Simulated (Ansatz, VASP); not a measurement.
**Two plane-wave programs on CoO**

Contents of INCAR:

```
ALGO = Normal
EDIFF = 1E-7
ENCUT = 520
GGA = PE
ISIF = 2
ISMEAR = -1
ISPIN = 2
LASPH = T
LCHARG = F
LMAXMIX = 4
LORBIT = 11
LREAL = F
LWAVE = F
MAGMOM = 2 0
NBANDS = 18
NELM = 150
PREC = Accurate
SIGMA = 0.05
```

Contents of KPOINTS:

```
k-points
0
Gamma
  12 12 12
```

File POSCAR:

```
CoO
1.0
   -1.5179870460      1.5179870460      2.1212032261
    1.5179870460     -1.5179870460      2.1212032261
    1.5179870460      1.5179870460     -2.1212032261
Co O
1 1
Direct
    0.0000000000      0.0000000000      0.0000000000
    0.5000000000      0.5000000000      0.0000000000
```

The input input.yaml:

```yaml
crystal:
  lattice:
    - [-1.517987046, 1.517987046, 2.1212032261]
    - [1.517987046, -1.517987046, 2.1212032261]
    - [1.517987046, 1.517987046, -2.1212032261]
  atoms:
    - { symbol: Co, position: [0.0, 0.0, 0.0], spin: 2.0 }
    - { symbol: O, position: [0.5, 0.5, 0.0] }
hamiltonian:
  xc: pbe
  pseudopotentials: { kind: paw }
magnetization:
  spin_polarized: true
kpoints:
  mp_grid: { grid: [12, 12, 12] }
scf:
  occupations: { method: fermi_dirac, width: 0.05 }
output:
  forces: true
  stress: true
  eigenvalues: true
```

Change from the starting cell: volume scaled by 1.02.

Alike in both runs: task single point; functional PBE; k mesh 12 × 12 × 12; occupations fermi-dirac, width 0.05 eV; collinear spin, ferromagnetic start.

|  | VASP | Ansatz |
| --- | --- | --- |
| version | VASP 6.6.1 | Ansatz 0.2.0 |
| potentials or method | VASP PAW PBE potentials, release 64 (Co, O) | Ansatz PAW |
| plane-wave cutoff (eV) | 520 | 420 |
| valence electrons in the cell | 15 | 23 |

```tsv
	VASP	Ansatz	Ansatz less VASP
gap on the k mesh at the Fermi level (eV)	none	none	-
pressure (GPa)	-3.8	-3.3	+0.49
net moment per atom (μB)	1.46	1.48	+0.011
size of the moment on the site where the two differ most (μB)	2.57	2.50	-0.069
```

Site moments also hang on the region over which each program counts them. A gap of «none» marks a metal or a gap that the smearing closes. The functional is the same, so the differences come from potentials, cutoffs and numerics. The two sets of potentials don't hold the same shells in valence.

Caveats: a cell with one magnetic atom can't hold antiferromagnetic order, which such compounds often take; semilocal functionals often make such compounds metallic where correlation or magnetic order opens a gap, which also shifts bond lengths; the pressure holds a Pulay correction of +0.7 GPa for the finite cutoff (Ansatz).
